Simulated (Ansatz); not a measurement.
## HfN under changes of volume

One of the cells (11.518 Å³/atom); the others are scaled copies at fixed shape and fractional positions:

```
Hf N
1.0
     3.13391    0.00000    0.00000
    -1.56695    2.71404    0.00000
     0.00000    0.00000    5.41677
Hf N
2 2
Direct
  0.33333 0.66667 0.25000
  0.66667 0.33333 0.75000
  0.00000 0.00000 0.50000
  0.00000 0.00000 0.00000
```

The cell comes from a database or a generator and needn't be the stable form of this composition.

| Property | Result |
| --- | --- |
| Program | Ansatz 0.2.0 |
| Functional | PBEsol |
| Potentials or basis | Ansatz PAW |
| Cutoff | 420 eV (not typed: the program's choice for these potentials) |
| k mesh | 10 × 10 × 5 |
| Occupations | fermi-dirac, width 0.05 eV |
| Spin | no spin polarisation |

```tsv
volume (Å³/atom)	energy over the lowest point (meV/atom)	pressure (GPa)
10.827	27.71	16.4
11.057	9.28	9.4
11.288	0.37	3.2
11.518	0.00	-2.5
11.749	7.34	-7.6
11.979	21.63	-12.1
12.209	?	?
```

**Question.** What does the run at 12.209 Å³/atom give?

**Answer.** Energy over the lowest point 42.10 meV/atom; pressure -16.3 GPa.

Worked out: A Birch-Murnaghan fit of order 3 (a polynomial in V^(-2/3)) to the other rows has its minimum at 11.41 Å³/atom with B0 = V·E''(V) = 278 GPa and B' = 4.2 at fixed shape and positions, which overstates the stiffness. It gives 42.12 meV/atom at 12.209 Å³/atom, against the run's 42.10, and -dE/dV = -16.3 GPa, against -16.3.

Energies are extrapolated to zero smearing.

Caveats: the PAW data sets come from PBE, with cores solved anew for the run's functional, which leaves a small shift of forces and pressure.
